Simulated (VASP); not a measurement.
Write the native input for VASP 6.6.1 that does the following.

| Item | Value |
| --- | --- |
| Task | band structure |
| Functional | LDA |
| Potentials or basis | VASP PAW LDA potentials, release 64 (Mo_sv, Se) |
| Cutoff | 520 eV |
| k mesh | 8 × 8 × 2 |
| Occupations | gaussian, width 0.02 eV |
| Spin | spin-orbit coupling, no magnetisation |
| Ladder | free |
| Further INCAR settings | ALGO = Normal; EDIFF = 1e-07 |

Crystal: MoSe2.

```xyz
6
Lattice="3.2880 0.0000 0.0000 -1.6440 2.8475 0.0000 0.0000 0.0000 12.9000" Properties=species:S:1:pos:R:3 pbc="T T T"
Mo    1.6440    0.9492    9.6750
Mo    0.0000    1.8983    3.2250
Se    1.6440    0.9492    4.8375
Se    0.0000    1.8983   11.2875
Se    1.6440    0.9492    1.6125
Se    0.0000    1.8983    8.0625
```

These files were run (other wordings do the same):

POSCAR

```
MoSe2
1.0
    3.2880000000      0.0000000000      0.0000000000
   -1.6440000000      2.8474915276      0.0000000000
    0.0000000000      0.0000000000     12.9000000000
Mo Se
2 4
Direct
    0.6666666667      0.3333333333      0.7500000000
    0.3333333333      0.6666666667      0.2500000000
    0.6666666667      0.3333333333      0.3750000000
    0.3333333333      0.6666666667      0.8750000000
    0.6666666667      0.3333333333      0.1250000000
    0.3333333333      0.6666666667      0.6250000000
```

INCAR.step1

```
SYSTEM = MoSe2
ALGO = Normal
EDIFF = 1E-7
ENCUT = 520
GGA_COMPAT = .False.
ISIF = 2
ISMEAR = 0
KPAR = 4
LASPH = .True.
LCHARG = .True.
LMAXMIX = 4
LNONCOLLINEAR = .True.
LORBIT = 11
LREAL = .False.
LSORBIT = .True.
LWAVE = .False.
MAGMOM = 0 0 0 0 0 0 0 0 0 0 0 0 0 0 0 0 0 0
NELM = 60
PREC = Accurate
SIGMA = 0.02
```

KPOINTS.step1

```
k-points
0
Gamma
  8 8 2
  0 0 0
```

INCAR.step2

```
SYSTEM = MoSe2
ALGO = Normal
EDIFF = 1E-7
ENCUT = 520
GGA_COMPAT = .False.
ICHARG = 11
ISIF = 2
ISMEAR = 0
KPAR = 4
LASPH = .True.
LCHARG = .False.
LMAXMIX = 4
LNONCOLLINEAR = .True.
LORBIT = 11
LREAL = .False.
LSORBIT = .True.
LWAVE = .False.
MAGMOM = 0 0 0 0 0 0 0 0 0 0 0 0 0 0 0 0 0 0
NELM = 60
PREC = Accurate
SIGMA = 0.05
```

KPOINTS.step2

```
path GMKGALHA,LM,KH
10
line-mode
reciprocal
 0.0000000000  0.0000000000  0.0000000000  G
 0.5000000000  0.0000000000  0.0000000000  M

 0.5000000000  0.0000000000  0.0000000000  M
 0.3333333333  0.3333333333  0.0000000000  K

 0.3333333333  0.3333333333  0.0000000000  K
 0.0000000000  0.0000000000  0.0000000000  G

 0.0000000000  0.0000000000  0.0000000000  G
 0.0000000000  0.0000000000  0.5000000000  A

 0.0000000000  0.0000000000  0.5000000000  A
 0.5000000000  0.0000000000  0.5000000000  L

 0.5000000000  0.0000000000  0.5000000000  L
 0.3333333333  0.3333333333  0.5000000000  H

 0.3333333333  0.3333333333  0.5000000000  H
 0.0000000000  0.0000000000  0.5000000000  A

 0.5000000000  0.0000000000  0.5000000000  L
 0.5000000000  0.0000000000  0.0000000000  M

 0.3333333333  0.3333333333  0.0000000000  K
 0.3333333333  0.3333333333  0.5000000000  H
```

Potentials or basis: VASP PAW LDA potentials, release 64 (Mo_sv, Se).

The run is started by

```sh
$ cat potpaw_LDA.64/Mo_sv/POTCAR potpaw_LDA.64/Se/POTCAR > POTCAR
$ cp INCAR.step1 INCAR
$ cp KPOINTS.step1 KPOINTS
$ mpirun -np 4 vasp_ncl > vasp.out
$ cp INCAR.step2 INCAR
$ cp KPOINTS.step2 KPOINTS
$ mpirun -np 4 vasp_ncl > vasp.out
```

It took 2.6 min on 4 MPI ranks on AMD EPYC 9R45 96-Core Processor (Zen 5), on a shared host, peak memory 0.9 GiB a rank.
